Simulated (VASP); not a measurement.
# Y in VASP: settings compared, part 3 of 3

VASP 6.6.1. The steps go on from the part before.

## 4. Work function, PBE (the (0 0 1) slab of Y, cut from the database cell, not relaxed)

Input file INCAR:

```
PREC = Accurate
ENCUT = 520
EDIFF = 1E-6
ISMEAR = 0
SIGMA = 0.05
LREAL = False
LASPH = True
NELM = 100
ALGO = Normal
ISIF = 2
LWAVE = False
LCHARG = True
LDIPOL = True
IDIPOL = 3
DIPOL = 0.5 0.5 0.500
GGA = PE
LELF = True
LVHAR = True
LVACPOTAV = True
```

Input file KPOINTS:

```
Automatic mesh
0
Gamma
  8 8 1
```

Input file POSCAR:

```
Y
1.0
    3.6514992371      0.0000000000      0.0000000000
   -1.8257496186      3.1622911012      0.0000000000
    0.0000000000      0.0000000000     20.7474000000
Y
3
Direct
    0.3333333333      0.6666666666      0.3614910784
    0.6666666667      0.3333333334      0.5000000000
    0.3333333333      0.6666666666      0.6385089216
```

Potentials or basis: VASP PAW PBE potentials, release 64 (Y_sv).

Launch:

```
$ cat potpaw_PBE.64/Y_sv/POTCAR > POTCAR
$ mpirun -np 1 vasp_std > vasp.out
```

OUTCAR:

```text
PREC = Accurate
   ENCUT = 520
   EDIFF = 1E-6
   ISMEAR = 0
   LREAL = False
   LASPH = True
   NELM = 100
   ISIF = 2
   GGA = PE

 ion  position               nearest neighbor table
   1  0.333  0.667  0.361-   2 3.56   2 3.56   2 3.56
   2  0.667  0.333  0.500-   1 3.56   3 3.56   1 3.56   3 3.56   1 3.56   3 3.56
   3  0.333  0.667  0.639-   2 3.56   2 3.56   2 3.56

  LATTYP: Found a hexagonal cell.
 ALAT       =     3.6514992371
 C/A-ratio  =     5.6818853443

  Lattice vectors:

 A1 = (   3.6514992371,   0.0000000000,   0.0000000000)
 A2 = (  -1.8257496186,   3.1622911012,   0.0000000000)
 A3 = (   0.0000000000,   0.0000000000,  20.7474000000)

Analysis of symmetry for initial positions (statically):
=====================================================================
 Subroutine PRICEL returns:
 Original cell was already a primitive cell.

 Routine SETGRP: Setting up the symmetry group for a
 hexagonal supercell.

 Subroutine GETGRP returns: Found 12 space group operations
 (whereof 12 operations were pure point group operations)
 out of a pool of 24 trial point group operations.

The static configuration has the point symmetry D_3h.

Analysis of symmetry for dynamics (positions and initial velocities):
=====================================================================
 Subroutine PRICEL returns:
 Original cell was already a primitive cell.

 Routine SETGRP: Setting up the symmetry group for a
 hexagonal supercell.

 Subroutine GETGRP returns: Found 12 space group operations
 (whereof 12 operations were pure point group operations)
 out of a pool of 24 trial point group operations.

The dynamic configuration has the point symmetry D_3h.

 Subroutine INISYM returns: Found 12 space group operations
 (whereof 12 operations are pure point group operations),
 and found     1 'primitive' translations

----------------------------------------------------------------------------------------
[... 102 lines left out ...]
  Fermi-wavevector in a.u.,A,eV,Ry     =   0.845475  1.597715  9.725816  0.714827
  Thomas-Fermi vector in A             =   1.960669
   LORBIT       =      0    0 simple, 1 ext, 2 COOP (PROOUT), +10 PAW based schemes
   GGA     = PE    functional components
   LHFCALC =     F    Hartree Fock is set to
   AEXX    =    0.0000 exact exchange contribution
   IVDW    =     0    specifies the selected vdW correction
   LEPSILON=     F    determine dielectric tensor
   LRPA    =     F    only Hartree local field effects (RPA)
 non-spin polarized calculation
 Gauss-broadening in eV      SIGMA  =   0.05
  energy-cutoff  :      520.00
  volume of cell :      239.57
 maximum number of plane-waves:      6470
 NGX is ok and might be reduce to    28
   NGX = 13   NGY = 13   NGZ = 77

 number of electron      33.0000001 magnetization

 dipolmoment           0.000000      0.000000      0.000000 electrons x Angstroem

 Free energy of the ion-electron system (eV)
  ---------------------------------------------------
  ext. energy  EPLUGINS =         0.00000000
  ---------------------------------------------------
  free energy    TOTEN  =       -17.84518150 eV

  energy without entropy =      -17.83703189  energy(sigma->0) =      -17.84110669

 E-fermi :  -0.4930     XC(G=0):  -4.7825

 val. band max:       -0.5018921562   @ k =   0.2500   0.0000   0.0000
 cond. band min:      -0.4791154802   @ k =   0.3750   0.2500   0.0000
 fundamental gap:      0.0227766760
 Fermi energy:        -0.4929921264

 k-point     1 :       0.0000    0.0000    0.0000
  band No.  band energies     occupation
      1     -43.6605      2.00000
      2     -43.6597      2.00000
      3     -43.0027      2.00000
      4     -23.7406      2.00000
      5     -23.6894      2.00000
      6     -23.4216      2.00000
[... 219 lines left out ...]
     19      -0.0106      0.00000
     20      -0.0001      0.00000

------------------------ aborting loop because EDIFF is reached ----------------------------------------

  FORCE on cell =-STRESS in cart. coord.  units (eV):
  Direction    XX          YY          ZZ          XY          YZ          ZX
  --------------------------------------------------------------------------------------
  -------------------------------------------------------------------------------------
  Total       -1.4451503     -1.4451503     -1.2150286      0.0000000      0.0000000      0.0000000
  in kB       -9.6646663     -9.6646663     -8.1256917      0.0000000      0.0000000      0.0000000
  external PRESSURE =      -9.1516748 kB  Pullay stress =       0.0000000 kB

 VOLUME and BASIS-vectors are now :
 -----------------------------------------------------------------------------
  energy-cutoff  :      520.00
  volume of cell :      239.57
      direct lattice vectors                 reciprocal lattice vectors
     3.651499237  0.000000000  0.000000000     0.273860115  0.158113211  0.000000000
    -1.825749619  3.162291101  0.000000000     0.000000000  0.316226422  0.000000000
     0.000000000  0.000000000 20.747400000     0.000000000  0.000000000  0.048198810

 POSITION                                       TOTAL-FORCE (eV/Angst)
 -----------------------------------------------------------------------------------
     -0.00000      2.10819      7.50000        -0.000000     -0.000000      0.210487
      1.82575      1.05410     10.37370         0.000000      0.000000      0.000000
     -0.00000      2.10819     13.24740         0.000000     -0.000000     -0.210487
 -----------------------------------------------------------------------------------
    total drift:                                0.000000      0.000000     -0.000000

  FREE ENERGIE OF THE ION-ELECTRON SYSTEM (eV)
  ---------------------------------------------------
  free  energy   TOTEN  =       -17.8451815010 eV

  energy  without entropy=      -17.8370318878  energy(sigma->0) =      -17.84110669

 vacuum level on the upper side and lower side of the slab         2.735         2.735
```

OSZICAR:

```text
N       E                     dE             d eps       ncg     rms          rms(c)
DAV:   1     0.139289937682E+03    0.13929E+03   -0.16548E+04   552   0.137E+03
DAV:   2     0.154163917196E+01   -0.13775E+03   -0.13374E+03   448   0.298E+02
DAV:   3    -0.182108797832E+02   -0.19753E+02   -0.19355E+02   768   0.561E+01
[... 16 lines left out ...]
DAV:  20    -0.178451592424E+02   -0.25140E-04   -0.16990E-06   352   0.530E-03    0.394E-03
DAV:  21    -0.178451754134E+02   -0.16171E-04   -0.77446E-07   280   0.395E-03    0.164E-03
DAV:  22    -0.178451799782E+02   -0.45647E-05   -0.27758E-07   268   0.204E-03    0.936E-04
DAV:  23    -0.178451813412E+02   -0.13630E-05   -0.17027E-07   260   0.115E-03    0.360E-04
DAV:  24    -0.178451815010E+02   -0.15988E-06   -0.55140E-08   240   0.722E-04
   1 F= -.17845182E+02 E0= -.17841107E+02  d E =-.814961E-02
```

stdout:

```text
POSCAR found type information on POSCAR Y
 POSCAR found :  1 types and       3 ions
 scaLAPACK will be used
 LDA part: xc-table for (Slater+PW92), standard interpolation
 POSCAR, INCAR and KPOINTS ok, starting setup
 FFT: planning ... GRIDC
 FFT: planning ... GRID_SOFT
 FFT: planning ... GRID
 WAVECAR not read
 entering main loop
 -----------------------------------------------------------------------------
|                                                                             |
|           W    W    AA    RRRRR   N    N  II  N    N   GGGG   !!!           |
|           W    W   A  A   R    R  NN   N  II  NN   N  G    G  !!!           |
|           W    W  A    A  R    R  N N  N  II  N N  N  G       !!!           |
|           W WW W  AAAAAA  RRRRR   N  N N  II  N  N N  G  GGG   !            |
|           WW  WW  A    A  R   R   N   NN  II  N   NN  G    G                |
|           W    W  A    A  R    R  N    N  II  N    N   GGGG   !!!           |
|                                                                             |
|     Did not find any points to average over, which means that no vacuum     |
|     field-free region was found. Please increase the size of  your cell     |
|     in the dimension of the dipole correction to obtain accurate            |
|     workfunction values.                                                    |
|                                                                             |
 -----------------------------------------------------------------------------
```

Wall time 2.4 min (1 thread of Intel Xeon Platinum 8259CL at 2.50GHz (Skylake/Cascade Lake), shared host); peak memory 0.35 GiB.

Results:

- Free energy: -17.8452 eV
- Largest force: 0.210 eV/Å
- Band gap on the k mesh: none (metal or under the smearing width)
- Work function of the upper face: 3.23 eV
- Work function of the lower face: 3.23 eV

Forces on the atoms (eV/Å):
```
Y    0.000  0.000  0.210
Y    0.000  0.000  0.000
Y    0.000  0.000 -0.210
```

## 5. Overview

| level | potentials or basis | cell | smearing | other keys | gap on the mesh (eV) | largest force (eV/Å) | work function (eV) |
| --- | --- | --- | --- | --- | --- | --- | --- |
| PW91 | VASP PAW PBE potentials, release 64 (Y_sv) | as given | fermi-dirac 0.05 eV | - | none | 0.23 | 3.30 |
| LDA | VASP PAW LDA potentials, release 64 (Y_sv) | as given | fermi-dirac 0.05 eV | ADDGRID = yes | none | 0.48 | 3.45 |
| PBE | VASP PAW PBE potentials, release 64 (Y_sv) | the (0 0 1) slab of Y, cut from the database cell, not relaxed | gaussian 0.05 eV | - | none | 0.21 | 3.23 |

Alike in all rows: task work function; no spin polarisation; k mesh 8 × 8 × 1; cutoff (eV) 520.

Caveats: the PAW data sets were made with another functional, which shifts forces and pressure a little (some runs).

Total energies depend on the potentials used, so only differences within one code and one set of settings carry meaning.
